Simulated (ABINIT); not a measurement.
Wanted: an ASE script for an ABINIT 10.8.3 (patched build) run.

| Property | Result |
| --- | --- |
| Task | single point |
| Functional | PBE |
| Potentials or basis | JTH PAW PBE v2.0 |
| Cutoff | 517 eV |
| k mesh | 10 × 10 × 10 |
| Occupations | fermi-dirac, width 0.05 eV |
| Spin | no spin polarisation |
| Fine-grid cutoff | 1034.03 eV |

TiC:

```
Ti C
1.0
     3.04209    0.00000    0.00000
    -1.52104    2.63452    0.00000
     0.00000    0.00000    2.69797
Ti C
1 1
Direct
  0.00000 0.00000 0.50000
  0.33333 0.66667 0.00000
```

The cell was built by a generator and needn't be a form met in nature.

One way to write it, as run:

run.py

```python
import json, os
import numpy as np
from ase.units import GPa
from ase.calculators.abinit import Abinit, AbinitProfile
from ase import Atoms

atoms = Atoms(['Ti', 'C'],
              cell=[[3.04209, 0.0, 0.0], [-1.52104, 2.63452, 0.0], [0.0, 0.0, 2.69797]],
              scaled_positions=[[0.0, 0.0, 0.5], [0.33333, 0.66667, 0.0]],
              pbc=True)

profile = AbinitProfile(command='abinit', pp_paths=[os.path.abspath('pseudos')])
params = dict(
    pps='pawxml', xc='PBE',
    ecut=517.0163,
    pawecutdg=1034.0327,
    pawxcdev=0,
    kptopt=1,
    ngkpt=[10, 10, 10],
    nshiftk=1,
    shiftk=[0.0, 0.0, 0.0],
    ixc=11,
    nband=12,
    occopt=3,
    tsmear=0.05,
    nstep=100,
    tolvrs=1e-09,
    prtwf=0,
    prtden=0,
)

atoms.calc = Abinit(profile=profile, directory='run', **params)
energy = atoms.get_potential_energy()
forces = atoms.get_forces()
stress = atoms.get_stress()
print(f'energy {energy:.6f} eV')
print('forces (eV/A)')
print(np.round(forces, 5))
print('stress (GPa, Voigt, tension positive)', np.round(stress / GPa, 4))
json.dump(dict(energy=energy, forces=forces.tolist(), stress=stress.tolist(), cell=atoms.cell.tolist(), frac=atoms.get_scaled_positions(wrap=False).tolist()), open('results.json', 'w'))
```

Potentials or basis: JTH PAW PBE v2.0.

Launch:

```sh
$ python run.py
```

Results of the run:

| Property | Result |
| --- | --- |
| Pressure | 0.4 GPa |
| Band gap on the k mesh | none (metal or under the smearing width) |
| Valence electrons inside the program's atomic spheres | Ti 10.31; C 2.39 |

It took 22 s on 1 thread of Arm Neoverse V1, with other jobs on the host, peak memory 0.1 GiB.
